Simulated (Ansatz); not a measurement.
A scan (energy over volume and axial ratio; atoms clamped) gave these values. All values below come from PBE (plane waves to 420 eV, PAW, scalar-relativistic; Ansatz, an electronic-structure program).

- Shear modulus C′ = (C11 − C12)/2 (fit, atoms clamped): 28 GPa

Question: Of these crystals, all scanned alike, which one is it?
A. InN (zinc blende)
B. Ir (fcc, Cu type)
C. InAs (zinc blende)
D. FeNi₃ (Cu3Au type)

Answer: A, InN (zinc blende). The others have, for the shear modulus C′ = (C11 − C12)/2: FeNi3 62 GPa, InAs 16 GPa, Ir 181 GPa

All were relaxed with their symmetry unable to fall. At this level the bands of InAs touch or barely overlap; measurements give the solid a gap. At this level the bands of InN touch or barely overlap; measurements give the solid a gap. Ir is run without spin polarisation. Relaxed FeNi3 ends ferromagnetic. Spin-orbit coupling is left out. Other magnetic orders were not checked, so this need not be the ground state. (This holds for the magnetic or f-shell members.) With partly filled bands, the response to shear is sensitive to the k mesh, so small differences along c/a are uncertain.

(A scan under strain: stresses follow from slopes of the energy per volume, elastic moduli from its curvatures.)
